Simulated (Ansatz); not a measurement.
Rocksalt AlN was relaxed with 5 functionals in the PAW code Ansatz, cell and atoms free, the symmetry of the start kept (meshes: PBE 10×10×10, r2SCAN 10×10×10, PBEsol 10×10×10, LDA 10×10×10, HSE06 6×6×6). The structure was generated, not taken from experiment, and needn't be the ground state; spin polarisation is off.

The LDA result:
Space group Fm-3m (No. 225). a = 4.011 Å, b = 4.011 Å, c = 4.011 Å, α = 90.00°, β = 90.00°, γ = 90.00°
```tsv
atom	site	symmetry	x	y	z
Al	4a	m-3m	0.0000	0.0000	0.0000
N	4b	m-3m	0.5000	0.0000	0.0000
```

Space group Fm-3m (No. 225), cubic; a = 4.011 Å in the conventional setting, 8.07 Å³ an atom. Al has 6 N at 2.01 Å; N has 6 Al at 2.01 Å.

(1) What lattice does PBEsol give?

(2) How does the cell change with HSE06?

(3) Held at the r2SCAN cell, what mean stress do LDA and PBE find, and does its sign point to their own minimum?

## Answers

(1) a = 4.045 Å; the volume differs by +2.6 % from LDA's. Al is surrounded by 6 N at 2.02 Å; N is surrounded by 6 Al at 2.02 Å.

(2) a = 4.030 Å; the volume differs by +1.5 % from LDA's. Al has 6 N at 2.02 Å; N has 6 Al at 2.02 Å.

(3) Yes. LDA -5.31 GPa, and its relaxed volume is -2.0 % from r2SCAN's; PBE +6.42 GPa, and its relaxed volume is +2.5 % from r2SCAN's. Compression counts positive, so a positive stress asks for a larger cell.
